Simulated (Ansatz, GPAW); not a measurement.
# KBr: 3 runs at one level of theory

```xyz
2
Lattice="0.0000 3.3000 3.3000 3.3000 0.0000 3.3000 3.3000 3.3000 0.0000" Properties=species:S:1:pos:R:3 pbc="T T T"
Br    3.3000    3.3000    3.3000
K     0.0000    0.0000    0.0000
```

Alike in all runs: task single point; functional PBE; k mesh 7 × 7 × 7; occupations gaussian, width 0.011 eV; no spin polarisation; no spin-orbit coupling. Pressure is positive in compression and, in plane waves, holds the error of the finite cutoff, which Ansatz's Pulay term estimates and takes out.

```json
{"program and potentials": "Ansatz, Ansatz PAW", "plane-wave cutoff (eV)": "420", "notes": "-", "pressure (GPa)": "0.72"}
{"program and potentials": "GPAW, GPAW PAW data sets (gpaw-data 1.2.1)", "plane-wave cutoff (eV)": "600", "notes": "-", "pressure (GPa)": "0.70"}
{"program and potentials": "Ansatz, all-electron LAPW, scalar-relativistic", "plane-wave cutoff (eV)": "-", "notes": "-", "pressure (GPa)": "0.72"}
```

The pressure spans 0.70 (GPAW, GPAW PAW data sets (gpaw-data 1.2.1)) to 0.72 GPa (Ansatz, Ansatz PAW), with all-electron results at 0.72.

Differences between rows come from potentials, basis sets and numerical settings, since the functional is the same but for its coding. Runs on potential files found faulty are left out.
